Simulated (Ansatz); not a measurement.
Theory: DFT PBE, scalar-relativistic, plane waves, PAW in Ansatz. Settings: cutoff 420 eV, Γ-centred meshes spaced at most about 0.3 Å⁻¹, and about 0.25 Å⁻¹ or finer for metals (2π included), Gaussian smearing. No spin polarisation.

These are static total energies at zero pressure.

Problem. Order these relaxed structures of Zr2H3 by energy, lowest first, with the energy over the lowest of them.
1.

```
Zr H
1.0
    -2.11741    2.11741    3.72249
     2.11741   -2.11741    3.72249
     2.11741    2.11741   -3.72249
Zr H
2 3
Direct
  0.75000 0.25000 0.50000
  0.25000 0.75000 0.50000
  0.00000 0.00000 0.00000
  0.50000 0.00000 0.50000
  0.00000 0.50000 0.50000
```

2.

```
Zr H
1.0
     1.66003    0.95842   11.42319
    -1.66003    0.95842   11.42319
     0.00000   -1.91684   11.42319
Zr H
4 6
Direct
  0.36980 0.36980 0.36980
  0.54269 0.54269 0.54269
  0.12372 0.12372 0.12372
  0.96201 0.96201 0.96201
  0.43271 0.43271 0.43271
  0.89771 0.89771 0.89771
  0.80926 0.80926 0.80926
  0.18552 0.18552 0.18552
  0.06199 0.06199 0.06199
  0.60337 0.60337 0.60337
```

Solution. 2 (0 meV/atom), 1 (961 meV/atom). Forms: cell 2 R3m; cell 1 I4/mmm. Counting H atoms around Zr (those within 1.25 times the shortest such distance or 1.15 times the sum of covalent radii; a slash parts the counts of unlike sites): cell 2 has Zr 4/7/8; cell 1 has Zr 2. Origin: cell 1, invented; cell 2, invented, then shaken at random and relaxed again.

With hydrogen, zero-point motion can shift such differences by 10 meV/atom or more. Cells relaxed within their symmetry can be saddle points. Some candidate types were left out of the draw beforehand, so a known form may be missing.
